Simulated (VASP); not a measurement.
## Te2Mo: single point with PBE

The system is Te2Mo.

```
Te Mo
1.0
     3.51820    0.00000    0.00000
    -1.75910    3.04685    0.00000
     0.00000    0.00000   13.97360
Te Mo
4 2
Direct
  0.66667 0.33333 0.37900
  0.33333 0.66667 0.87900
  0.66667 0.33333 0.12100
  0.33333 0.66667 0.62100
  0.66667 0.33333 0.75000
  0.33333 0.66667 0.25000
```

```
Program                : VASP 6.6.1
Task                   : single point
Functional             : PBE
Potentials or basis    : VASP PAW PBE potentials, release 64 (Te, Mo_sv)
Cutoff                 : 520 eV
k mesh                 : 9 × 9 × 2
Occupations            : gaussian, width 0.015 eV
Spin                   : no spin polarisation
Further INCAR settings : ALGO = Fast; EDIFF = 1e-06; NBANDS = 35
```

```yaml
Pressure: 3.0 GPa
Largest_force: 0.189 eV/Å
Band_gap_on_the_k_mesh: 0.78 eV, indirect (least direct gap 1.04 eV)
```

Forces on the atoms (eV/Å):
```
Te   0.000  0.000  0.189
Te   0.000  0.000  0.189
Te   0.000  0.000 -0.189
Te   0.000  0.000 -0.189
Mo   0.000  0.000  0.000
Mo   0.000  0.000  0.000
```

Stress tensor (GPa, compression positive):
```
2.70 0.00 0.00
0.00 2.70 0.00
0.00 0.00 3.47
```

Levels at points of the mesh, in eV from the valence-band top:
| k point | band 23 | band 24 | band 25 | band 26 | band 27 | band 28 | band 29 | band 30 |
| --- | --- | --- | --- | --- | --- | --- | --- | --- |
| (0.00, 0.00, 0.00) | -1.03 | -1.03 | -0.32 | 0.00 | 2.90 | 2.90 | 3.03 | 3.03 |
| (0.00, 0.00, 0.50) | -1.04 | -1.04 | -0.08 | -0.08 | 2.94 | 2.94 | 2.94 | 2.94 |

Wall time 2.9 min on 1 thread of Intel(R) Xeon(R) Platinum 8488C (Sapphire Rapids), with other jobs on the host, peak memory 0.33 GiB.

The gap isn't set beside the measured one, since this odd mesh misses points on the zone boundary.

Caveat: spin-orbit coupling is left out, which moves the levels of the heavy elements; an odd mesh through Γ misses points on the zone boundary, where band edges often lie; this functional lacks dispersion, which binds the layers, so the pressure and a relaxed spacing across them are unreliable.
